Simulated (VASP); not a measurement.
# Settings for CdTe: relaxation of the cell

CdTe, F-43m (no. 216), 2 atoms in the cell. RPBE; PAW potentials Te, Cd (PBE set). VASP 6.6.1. The cell is changed on purpose: volume scaled by 0.95.

Wanted: cell volume within 0.2 %; lattice lengths within 0.1 %; shortest distances from each atom, periodic images included within 0.005 Å.

What the run is for: cell; Accuracy asked: standard.

The series start from Plane-wave cutoff (eV): 410; k-point mesh: 5 × 5 × 5; Relaxation passes: 2; Ionic threshold (EDIFFG): -0.005; Electronic threshold (eV): 1e-6; Precision mode (PREC): Accurate; Relaxation algorithm: IBRION=2 POTIM=0.5. Each series keeps the choices made before it, and each single choice may use up half of a tolerance. Times cover all steps of a run.

## Plane-wave cutoff (eV)

| Plane-wave cutoff (eV) | Cell volume (Å³) | Lattice lengths, largest deviation against the largest value | Shortest distances from each atom, periodic images included, largest deviation (Å) | Time (s) |
|---|---|---|---|---|
| 280 | 74.27 | 0.82 % | 0.0238 | 32 |
| 320 | 75.98 | 0.059 % | 0.0017 | 21 |
| 360 | 75.3 | 0.36 % | 0.0103 | 23 |
| 410 | 75.48 | 0.28 % | 0.0081 | 26 |
| 480 | 76.12 | 0.0042 % | 0.0001 | 34 |
| 580 | 76.08 | 0.013 % | 0.0004 | 40 |
| 720 (reference) | 76.11 | 0 % | 0.0000 | 47 |

## k-point mesh

| k-point mesh | Cell volume (Å³) | Lattice lengths, largest deviation against the largest value | Shortest distances from each atom, periodic images included, largest deviation (Å) | Time (s) |
|---|---|---|---|---|
| 3 × 3 × 3 | 77.53 | 0.66 % | 0.0191 | 24 |
| 4 × 4 × 4 | 76.4 | 0.16 % | 0.0047 | 30 |
| 5 × 5 × 5 | 76.12 | 0.042 % | 0.0012 | 34 |
| 6 × 6 × 6 | 76.06 | 0.013 % | 0.0004 | 42 |
| 8 × 8 × 8 (reference) | 76.03 | 0 % | 0.0000 | 62 |

## Relaxation passes

| Relaxation passes | Cell volume (Å³) | Lattice lengths, largest deviation against the largest value | Shortest distances from each atom, periodic images included, largest deviation (Å) | Time (s) |
|---|---|---|---|---|
| 1 | 75.53 | 0.23 % | 0.0068 | 32 |
| 2 | 76.06 | 0 % | 0.0000 | 42 |
| 3 (reference) | 76.06 | 0 % | 0.0000 | 49 |

## Ionic threshold (EDIFFG)

| Ionic threshold (EDIFFG) | Cell volume (Å³) | Lattice lengths, largest deviation against the largest value | Shortest distances from each atom, periodic images included, largest deviation (Å) | Time (s) |
|---|---|---|---|---|
| -0.05 | 76.06 | 0.0027 % | 0.0001 | 33 |
| -0.02 | 76.06 | 0.0027 % | 0.0001 | 34 |
| -0.01 | 76.05 | 0.0027 % | 0.0001 | 38 |
| -0.005 | 76.06 | 0.00063 % | 0.0000 | 42 |
| -0.002 (reference) | 76.05 | 0 % | 0.0000 | 50 |

## Electronic threshold (eV)

| Electronic threshold (eV) | Cell volume (Å³) | Lattice lengths, largest deviation against the largest value | Shortest distances from each atom, periodic images included, largest deviation (Å) | Time (s) |
|---|---|---|---|---|
| 0.0001 | 76.06 | 0.013 % | 0.0004 | 33 |
| 1e-5 | 76.06 | 0.014 % | 0.0004 | 34 |
| 1e-6 | 76.06 | 0.015 % | 0.0004 | 33 |
| 1e-7 (reference) | 76.03 | 0 % | 0.0000 | 42 |

## Precision mode (PREC)

| Precision mode (PREC) | Cell volume (Å³) | Lattice lengths, largest deviation against the largest value | Shortest distances from each atom, periodic images included, largest deviation (Å) | Time (s) |
|---|---|---|---|---|
| Normal | 76.07 | 0.0053 % | 0.0001 | 19 |
| Accurate (reference) | 76.06 | 0 % | 0.0000 | 33 |

## Relaxation algorithm

| Relaxation algorithm | Cell volume (Å³) | Lattice lengths, largest deviation against the largest value | Shortest distances from each atom, periodic images included, largest deviation (Å) | Time (s) |
|---|---|---|---|---|
| IBRION=2 POTIM=0.5 | 76.07 | 0 % | 0.0000 | 19 |
| IBRION=2 POTIM=0.2 | 75.68 | 0.17 % | 0.0050 | 20 |
| IBRION=1 POTIM=0.5 | 75.55 | 0.23 % | 0.0067 | 21 |
| IBRION=1 POTIM=0.2 | 76.11 | 0.019 % | 0.0006 | 27 |

## Question

The rows run from the loosest to the tightest (no order: relaxation algorithm). For each series: choose the loosest value from which every tighter one stays within half of the tolerance; where there is no order, keep the first row unless others stay within half of the tolerance and take at least 30 % less time, and then take the fastest.

## Answer

- Plane-wave cutoff (eV): 480
- k-point mesh: 6 × 6 × 6
- Relaxation passes: 2
- Ionic threshold (EDIFFG): -0.05
- Electronic threshold (eV): 0.0001
- Precision mode (PREC): Normal
- Relaxation algorithm: IBRION=2 POTIM=0.5

## All choices together

| Input | Cell volume (Å³) | Lattice lengths, largest deviation against the largest value | Shortest distances from each atom, periodic images included, largest deviation (Å) | Time (s) |
|---|---|---|---|---|
| the program's defaults (naive) | 73.56 | 1.1 % | 0.0317 | 5.6 |
| chosen settings | 76.07 | 0.023 % | 0.0007 | 19 |
| reference settings throughout | 76.02 | 0 % | 0.0000 | 187 |

The tolerance is met.

Values of the reference run: Lattice lengths: 4.755, 4.755, 4.755 Å; Shortest distances from each atom, periodic images included: 2.912, 2.912, 2.912, 2.912, 2.912, 2.912, 2.912, 2.912 Å.

## The input

INCAR.step1:
```
SYSTEM = CdTe
ALGO = Normal
EDIFF = 1E-4
EDIFFG = -0.05
EFERMI = MIDGAP
ENCUT = 480
GGA = RP
GGA_COMPAT = .FALSE.
IBRION = 2
ISIF = 3
ISMEAR = 0
LASPH = .TRUE.
LCHARG = .FALSE.
LREAL = .FALSE.
LWAVE = .FALSE.
NELM = 120
NELMIN = 4
NSW = 80
POTIM = 0.5
PREC = Normal
SIGMA = 0.03
```

INCAR.step3, as INCAR.step1 but for:
```
- EDIFFG = -0.05
- IBRION = 2
- ISIF = 3
- NELMIN = 4
- NSW = 80
- POTIM = 0.5
+ ISIF = 2
```

KPOINTS:
```
Automatic mesh
0
Gamma
  6 6 6
  0 0 0
```

POSCAR.step1:
```
CdTe
1.0
    0.0000000000      3.1506674698      3.1506674698
    3.1506674698      0.0000000000      3.1506674698
    3.1506674698      3.1506674698      0.0000000000
Te Cd
1 1
Direct
    0.7500000000      0.7500000000      0.7500000000
    0.0000000000      0.0000000000      0.0000000000
```

Commands (each step's output is kept before the next begins):
```
cat potpaw_PBE.64/Te/POTCAR potpaw_PBE.64/Cd/POTCAR > POTCAR
cp INCAR.step1 INCAR
cp POSCAR.step1 POSCAR
mpirun -np 1 vasp_std > vasp.out
cp CONTCAR POSCAR
mpirun -np 1 vasp_std > vasp.out
cp CONTCAR POSCAR
cp INCAR.step3 INCAR
mpirun -np 1 vasp_std > vasp.out
```

The chosen input took VASP 6.6.1 19 s on 1 core (Intel Xeon 6975P-C (Granite Rapids)), a shared host.

## An input that fails: cell relaxed at a low cutoff

It runs to its end, but against the unchanged starting input it is off by 37 % in the cell volume, 14 % in the lattice lengths, 0.4197 Å in the shortest distances from each atom, periodic images included.

Changes against the starting input:
```
(all steps)
- PREC = Accurate
- NELM = 120
- ENCUT = 410
+ PREC = Low
+ NELM = 78
+ ENCUT = 190
```
